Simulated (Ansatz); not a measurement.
The system is SnO.

```xyz
4
Lattice="3.8137 0.0000 0.0000 0.0000 3.8137 0.0000 0.0000 0.0000 4.8869" Properties=species:S:1:pos:R:3 pbc="T T T"
Sn    1.9068    0.0000    3.7367
Sn    0.0000    1.9068    1.1503
O     0.0000    0.0000    0.0000
O     1.9068    1.9068    0.0000
```

The cell is a database's computed one.

| Item | Value |
| --- | --- |
| Program | Ansatz 0.2.0 |
| Task | relaxation of cell and atoms |
| Functional | PBE |
| Potentials or basis | Ansatz PAW earlier set |
| Cutoff | 930 eV (not typed: the program's choice for these potentials) |
| k mesh | 7 × 7 × 6 |
| Occupations | fermi-dirac, width 0.05 eV |
| Spin | no spin polarisation |

At the start: volume 17.77 Å³/atom.

Q: Where does the relaxation end?

A: It ends after 6 steps and the volume is 18.94 Å³/atom (+6.6 %); space group P4/nmm (No. 129, to 0.05 Å).

Step by step:
| step | energy change (eV) | largest force (eV/Å) | volume (Å³) |
| --- | --- | --- | --- |
| 1 | 0.0000 | 0.3689 | 71.08 |
| 2 | -0.0332 | 0.1195 | 75.35 |
| 3 | -0.0339 | 0.1101 | 75.31 |
| 4 | -0.0347 | 0.0055 | 75.61 |
| 5 | -0.0348 | 0.0020 | 75.75 |
| 6 | -0.0350 | 0.0020 | 75.75 |

Final structure:
```cif
data_structure
_symmetry_space_group_name_H-M 'P 1'
_symmetry_Int_Tables_number 1
_cell_length_a 3.8679
_cell_length_b 3.8679
_cell_length_c 5.0630
_cell_angle_alpha 90.000
_cell_angle_beta 90.000
_cell_angle_gamma 90.000
_cell_volume 75.75
loop_
_atom_site_label
_atom_site_type_symbol
_atom_site_fract_x
_atom_site_fract_y
_atom_site_fract_z
_atom_site_occupancy
Sn1 Sn 0.50000 0.00000 0.77113 1
Sn2 Sn 0.00000 0.50000 0.22887 1
O1 O 0.00000 0.00000 0.00000 1
O2 O 0.50000 0.50000 0.00000 1
```

Caveat: the plane-wave basis is chosen anew once the cell has moved, so the energies of steps on either side of that aren't comparable.
